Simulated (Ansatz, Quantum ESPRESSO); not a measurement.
# HgTe: programs and potentials compared

```
Hg Te
1.0
     0.00000    3.21450    3.21450
     3.21450    0.00000    3.21450
     3.21450    3.21450    0.00000
Hg Te
1 1
Direct
  0.00000 0.00000 0.00000
  0.75000 0.75000 0.75000
```

Alike in all runs: task band structure; functional LDA; k mesh 7 × 7 × 7; occupations fermi-dirac, width 0.05 eV; no spin polarisation; no spin-orbit coupling. LDA stands for any of its common fits. Pressure is positive in compression and, in plane waves, holds the error of the finite cutoff, which Ansatz's Pulay term estimates and takes out.

| program and potentials | plane-wave cutoff (eV) | notes | pressure (GPa) |
| --- | --- | --- | --- |
| Quantum ESPRESSO, GBRV 1.5 LDA | 612 | - | 0.63 |
| Ansatz, JTH PAW LDA | 870 | - | ? |
| Ansatz, all-electron LAPW, scalar-relativistic | - | - | 0.17 |

**Question.** Estimate from the other rows what the run with Ansatz, JTH PAW LDA gave.

**Answer.** Pressure 0.40 GPa. The other rows, which needn't bracket it: pressure 0.17 to 0.63.
